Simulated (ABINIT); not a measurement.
# Ta (Im-3m) in ABINIT: a series of runs

One crystal, Ta, is run at these levels: PBE, LDA; tasks: optical spectrum, positron lifetime.

All numbers are computed with ABINIT 10.8.3 (patched build); they aren't measurements. Logs are shortened: lines on timing, memory, paths and dates and some standing lists are left out, and cuts for length are marked. The log counts tension as positive stress, the text compression.

### Step 1. Starting point

The structure is cubic, space group Im-3m (No. 229). Conventional cell: a = 3.303 Å, b = 3.303 Å, c = 3.303 Å, α = 90.00°, β = 90.00°, γ = 90.00°. Ta (site symmetry m-3m) has 8 Ta at 2.86 Å as nearest neighbours.

### Step 2. Optical spectrum, PBE

File run.abi:

```
# Datasets
ndtset 3

# Pseudopotentials
pp_dirpath "./"
pseudos "Ta.upf"

# Structure
acell 3*1.0 Angstrom
rprim
    -1.6512800000     1.6512800000     1.6512800000
     1.6512800000    -1.6512800000     1.6512800000
     1.6512800000     1.6512800000    -1.6512800000
ntypat 1
znucl 73
natom 1
typat 1
xred
            0.0            0.0            0.0

# Plane-wave basis
ecut 707.496042 eV

# k points
ngkpt 14 14 14
nshiftk 2
shiftk
     0.2500000000     0.2500000000     0.2500000000
    -0.2500000000    -0.2500000000    -0.2500000000
istwfk *1

# Exchange and correlation
ixc 11

# Bands and occupations
occopt 3
tsmear 0.00734986

# SCF cycle
nstep 80

# Output
iomode 3
prteig 0
prtebands 0

# Dataset 1: ground state
nband1 11
tolvrs1 1.0e-12
prtden1 1
prtwf1 0
kptopt1 1

# Dataset 2: empty bands at fixed density
iscf2 -3
getden2 1
nband2 16
nbdbuf2 4
tolwfr2 1.0e-12
nstep2 120
prtden2 0
kptopt2 1

# Dataset 3: wave functions and velocity matrix elements in the full zone
optdriver3 8
wfk_task3 "wfk_optics_fullbz"
getwfk3 2
nband3 12
kptopt3 1
prtevk3 1
inclvkb3 2
```

File optic.abi:

```
&FILES
 ddkfile_1 = 'runo_DS3_1_EVK.nc',
 ddkfile_2 = 'runo_DS3_2_EVK.nc',
 ddkfile_3 = 'runo_DS3_3_EVK.nc',
 wfkfile = 'runo_DS3_WFK.nc'
/
&PARAMETERS
 broadening = 0.001837,
 domega = 0.002,
 maxomega = 0.8,
 scissor = 0.000000,
 tolerance = 0.002
/
&COMPUTATIONS
 num_lin_comp = 1,
 lin_comp = 11,
 num_nonlin_comp = 0
/
```

Potentials or basis: PseudoDojo NC SR PBE v0.4.1 standard.

Started as:

```
> abinit run.abi > log 2>&1
> optic optic.abi > optic.log 2>&1
```

run.abo:

```text
.Version 10.8.3 of ABINIT
 DATASET    1 : space group Im -3 m (#229); Bravais cI (body-center cubic)
================================================================================
 Values of the parameters that define the memory need for DATASET  1.
     intxc =       0    ionmov =       0      iscf =       7    lmnmax =       8
     lnmax =       8     mgfft =      27  mpssoang =       4    mqgrid =    3001
     natom =       1  nloc_mem =       1    nspden =       1   nspinor =       1
    nsppol =       1      nsym =      48    n1xccc =    2501    ntypat =       1
    occopt =       3   xclevel =       2
       mpw =         784          nfft =       19683          nkpt =         168
================================================================================
================================================================================
[... 13 lines left out ...]
 DATASET    3 : space group Im -3 m (#229); Bravais cI (body-center cubic)
================================================================================
 Values of the parameters that define the memory need for DATASET  3.
     intxc =       0    ionmov =       0      iscf =       7    lmnmax =       8
     lnmax =       8     mgfft =      27  mpssoang =       4    mqgrid =    3001
     natom =       1  nloc_mem =       1    nspden =       1   nspinor =       1
    nsppol =       1      nsym =      48    n1xccc =    2501    ntypat =       1
    occopt =       3   xclevel =       2
       mpw =         784          nfft =       19683          nkpt =         168
================================================================================
================================================================================

--------------------------------------------------------------------------------
------------- Echo of variables that govern the present computation ------------
--------------------------------------------------------------------------------
 -outvars: echo values of preprocessed input variables --------
            acell      1.8897261259E+00  1.8897261259E+00  1.8897261259E+00 Bohr
              amu      1.80947900E+02
             ecut      2.60000000E+01 Hartree
           getden1          0
           getden2          1
           getden3          0
           getwfk1          0
           getwfk2          0
           getwfk3          2
             iscf1          7
             iscf2         -3
             iscf3          7
              ixc          11
           jdtset        1    2    3
                       outvar_i_n : Printing only first  50 k-points.
         kptrlatt       14    0   14      0   14   14    -14  -14    0
          kptrlen      8.73730748E+01
            natom           1
            nband1         11
            nband2         16
            nband3         12
           nbdbuf1          0
           nbdbuf2          4
           nbdbuf3          0
           ndtset           3
            ngfft          27      27      27
             nkpt         168
            nstep1         80
            nstep2        120
            nstep3         80
             nsym          48
           ntypat           1
                       prtocc : prtvol=0, do not print more k-points.
                       prtocc : prtvol=0, do not print more k-points.
                       prtocc : prtvol=0, do not print more k-points.
           occopt           3
        optdriver1          0
        optdriver2          0
        optdriver3          8
           prtden1          1
           prtden2          0
           prtden3          1
        prtebands           0
           prteig           0
           prtevk1          0
           prtevk2          0
           prtevk3          1
            prtwf1          0
            prtwf2          1
            prtwf3          1
            rprim     -1.6512800000E+00  1.6512800000E+00  1.6512800000E+00
                       1.6512800000E+00 -1.6512800000E+00  1.6512800000E+00
                       1.6512800000E+00  1.6512800000E+00 -1.6512800000E+00
           shiftk      5.00000000E-01  5.00000000E-01 -5.00000000E-01
          spgroup         229
           tolvrs1     1.00000000E-12
           tolvrs2     0.00000000E+00
           tolvrs3     0.00000000E+00
           tolwfr1     0.00000000E+00
           tolwfr2     1.00000000E-12
           tolwfr3     0.00000000E+00
           tsmear      7.34986000E-03 Hartree
            typat      1
         wfk_task1          0
         wfk_task2          0
         wfk_task3          7
                       outvars : Printing only first  50 k-points.
            znucl       73.00000

================================================================================

 chkinp: Checking input parameters for consistency, jdtset=   1.

 chkinp: Checking input parameters for consistency, jdtset=   2.
[... 6 lines left out ...]
--- !DatasetInfo
[... 164 lines left out ...]
 Unit cell volume ucvol=  1.2153987E+02 bohr^3
 Angles (23,13,12)=  1.09471221E+02  1.09471221E+02  1.09471221E+02 degrees

 getcut: wavevector=  0.0000  0.0000  0.0000  ngfft=  27  27  27
         ecut(hartree)=     26.000   => boxcut(ratio)=   2.09886
--------------------------------------------------------------------------------

================================================================================

--- !BeginCycle
iteration_state: {dtset: 2, }
solver: {iscf: -3, nstep: 120, nline: 4, wfoptalg: 0, }
tolerances: {tolwfr: 1.00E-12, }
...

     iter   Etot(hartree)      deltaE(h)  residm     vres2
 Non-SCF case, kpt    1 ( -0.01786 -0.01786  0.05357), residuals and eigenvalues=
  1.66E-13  3.04E-13  3.48E-13  6.46E-13  1.55E-13  1.08E-13  6.12E-13  2.29E-13
  9.18E-13  2.71E-13  7.97E-13  5.18E-13  4.85E-13  7.61E-07  1.79E-06  3.24E-04
 -1.9673E+00 -7.1567E-01 -7.1480E-01 -7.1480E-01  2.1222E-01  5.2539E-01
  5.2539E-01  5.3061E-01  6.4560E-01  6.4560E-01  1.0381E+00  1.0437E+00
  1.0437E+00  1.4253E+00  1.4253E+00  1.5161E+00
 prteigrs : prtvol=0 or 1, do not print more k-points.

--- !ResultsGS
iteration_state: {dtset: 2, }
comment   : Summary of ground state results
lattice_vectors:
- [ -3.1204670,   3.1204670,   3.1204670, ]
- [  3.1204670,  -3.1204670,   3.1204670, ]
- [  3.1204670,   3.1204670,  -3.1204670, ]
lattice_lengths: [   5.40481,    5.40481,    5.40481, ]
lattice_angles: [109.471, 109.471, 109.471, ] # degrees, (23, 13, 12)
lattice_volume:   1.2153987E+02
convergence: {deltae:  0.000E+00, res2:  0.000E+00, residm:  9.995E-13, diffor:  0.000E+00, }
etotal    :  -6.51065522E+01
entropy   :   0.00000000E+00
fermie    :   5.01792141E-01
cartesian_stress_tensor: null
pressure_GPa: null
xred      :
- [  0.0000E+00,   0.0000E+00,   0.0000E+00, Ta]
cartesian_forces: null
force_length_stats: {min: null, max: null, mean: null, }
...

 Integrated electronic density in atomic spheres:
 ------------------------------------------------
 Atom  Sphere_radius  Integrated_density
    1        2.00000          9.30386231
================================================================================

 ----iterations are completed or convergence reached----

 Mean square residual over all n,k,spin=   40.957E-14; max=  99.946E-14
 reduced coordinates (array xred) for    1 atoms
       0.000000000000      0.000000000000      0.000000000000

 cartesian coordinates (angstrom) at end:
    1      0.00000000000000     0.00000000000000     0.00000000000000
 length scales=  1.889726125908  1.889726125908  1.889726125908 bohr
              =  1.000000000000  1.000000000000  1.000000000000 angstroms
 Eigenvalues (hartree) for nkpt= 168  k points:
 kpt#   1, nband= 16, wtk=  0.00146, kpt= -0.0179 -0.0179  0.0536 (reduced coord)
  -1.96726   -0.71567   -0.71480   -0.71480    0.21222    0.52539    0.52539    0.53061
   0.64560    0.64560    1.03805    1.04368    1.04368    1.42528    1.42528    1.51614
      occupation numbers for kpt#   1
   2.00000    2.00000    2.00000    2.00000    2.00000    0.07755    0.07755    0.03890
   0.00000    0.00000    0.00000    0.00000    0.00000    0.00000    0.00000    0.00000
 prteigrs : prtvol=0 or 1, do not print more k-points.

--- !EnergyTerms
iteration_state     : {dtset: 2, }
comment             : Components of total free energy in Hartree
kinetic             :  1.71657097271950E+01
hartree             :  7.32803741738727E+00
xc                  : -1.48099473127811E+01
Ewald energy        : -4.92739116777256E+01
psp_core            :  2.31956738077243E+00
local_psp           : -3.24786977435906E+01
non_local_psp       :  4.64863363494122E+00
internal            : -6.51006085738014E+01
'-kT*entropy'       : -5.94343490814142E-03
total_energy        : -6.51065520087096E+01
...

--- !EnergyTermsDC
iteration_state     : {dtset: 2, }
comment             : '"Double-counting" decomposition of free energy'
band_energy         : -6.21177526653300E+00
Ewald energy        : -4.92739116777256E+01
psp_core            :  2.31956738077243E+00
xc_dc               : -1.19344891940015E+01
internal            : -6.51006087574877E+01
'-kT*entropy'       : -5.94343490814142E-03
total_energy_dc     : -6.51065521923958E+01
...

================================================================================
== DATASET  3 ==================================================================

--- !DatasetInfo
iteration_state: {dtset: 3, }
dimensions: {natom: 1, nkpt: 168, mband: 12, nsppol: 1, nspinor: 1, nspden: 1, mpw: 784, }
cutoff_energies: {ecut:  26.0, pawecutdg:  -1.0, }
electrons: {nelect:   1.30000000E+01, charge:   0.00000000E+00, occopt:   3.00000000E+00, tsmear:   7.34986000E-03, }
meta: {optdriver: 8, wfk_task: 7, }
...

 mkfilename : getwfk/=0, take file _WFK from output of DATASET   2.

 Exchange-correlation functional for the present dataset will be:
  GGA: Perdew-Burke-Ernzerhof functional - ixc=11
  J.P.Perdew, K.Burke, M.Ernzerhof, PRL 77, 3865 (1996)

--------------------------------------------------------------------------------

 Computation of velocity matrix elements (DDK)

 Parameters extracted from the Abinit header:
    ecut:     26.0
    nkpt:    5488
    mband:   16
    nsppol:  1
    nspinor: 1
    useylm:  0
    inclvkb: 2
    bmin: 1, bmax: 16
    Computing diagonal and off-diagonal matrix elements
    Between band index bmin: 1, bmax: 16

== END DATASET(S) ==============================================================
================================================================================

 -outvars: echo values of variables after computation  --------
            acell      1.8897261259E+00  1.8897261259E+00  1.8897261259E+00 Bohr
           etotal1    -6.5106552192E+01
           etotal2    -6.5106552192E+01
           etotal3     0.0000000000E+00
            fcart1    -0.0000000000E+00 -0.0000000000E+00 -0.0000000000E+00
            fcart3     0.0000000000E+00  0.0000000000E+00  0.0000000000E+00
            rprim     -1.6512800000E+00  1.6512800000E+00  1.6512800000E+00
                       1.6512800000E+00 -1.6512800000E+00  1.6512800000E+00
                       1.6512800000E+00  1.6512800000E+00 -1.6512800000E+00
           strten1    -1.1877531847E-04 -1.1877531847E-04 -1.1877531847E-04
                       0.0000000000E+00  0.0000000000E+00  0.0000000000E+00
           strten3     0.0000000000E+00  0.0000000000E+00  0.0000000000E+00
                       0.0000000000E+00  0.0000000000E+00  0.0000000000E+00
 Calculation completed.
```

Wall time 1.9 min (1 thread of Arm Neoverse V2, shared host); peak memory 1.3 GiB.

What came out:

| Quantity | Value |
| --- | --- |
| Free energy | -1771.6395 eV |
| Pressure | 3.5 GPa |

Dielectric function (mean over the directions given):
| energy (eV) | real part | imaginary part |
| --- | --- | --- |
| 0.33 | 16.87 | 4.20 |
| 1.31 | 14.07 | 10.38 |
| 2.29 | 15.00 | 11.99 |
| 3.37 | 7.87 | 20.49 |
| 4.35 | 7.17 | 15.43 |
| 5.44 | -8.35 | 23.02 |
| 6.42 | -7.76 | 5.94 |
| 7.51 | -2.98 | 3.07 |
| 8.49 | -0.53 | 4.25 |
| 9.58 | -1.66 | 4.16 |
| 10.56 | -1.32 | 3.53 |
| 11.65 | -1.13 | 3.00 |
| 12.63 | -0.93 | 1.49 |
| 13.71 | -0.41 | 2.27 |
| 14.69 | -0.11 | 2.52 |
| 15.78 | -1.34 | 1.63 |
| 16.76 | -0.60 | 1.16 |
| 17.85 | -0.69 | 0.63 |
| 18.83 | -0.22 | 0.39 |
| 19.92 | 0.03 | 0.40 |

Caveat: the intraband (Drude) term is left out; spectra need much finer meshes, so this one isn't converged; independent-particle spectra lack excitons. The run has no spin-orbit coupling, so splittings on Ta are missing.

(Continued in part 2 of 2.)
